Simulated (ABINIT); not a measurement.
# TaN in ABINIT: the effect of target pressure

Crystal: TaN.

```
Ta N
1.0
     0.00000    2.17900    2.17900
     2.17900    0.00000    2.17900
     2.17900    2.17900    0.00000
Ta N
1 1
Direct
  0.50000 0.50000 0.50000
  0.00000 0.00000 0.00000
```

Alike in all runs:

* Program: ABINIT 10.8.3 (patched build)
* Task: relaxation of cell and atoms
* Functional: PBE
* Potentials or basis: JTH PAW PBE v2.0
* Cutoff: 707 eV
* k mesh: 10 × 10 × 10
* Occupations: fermi-dirac, width 0.05 eV
* Spin: no spin polarisation

Each run relaxes the cell or the atoms first.

| target pressure | relaxed volume (Å³/atom) |
| --- | --- |
| 0 GPa | 10.77 |
| 5 GPa | 10.61 |
| 10 GPa | ? |

Problem. What does the run with target pressure 10 GPa give?

Solution. Relaxed volume 10.47 Å³/atom.

Caveats: the highest band is partly filled, so the run has too few bands.
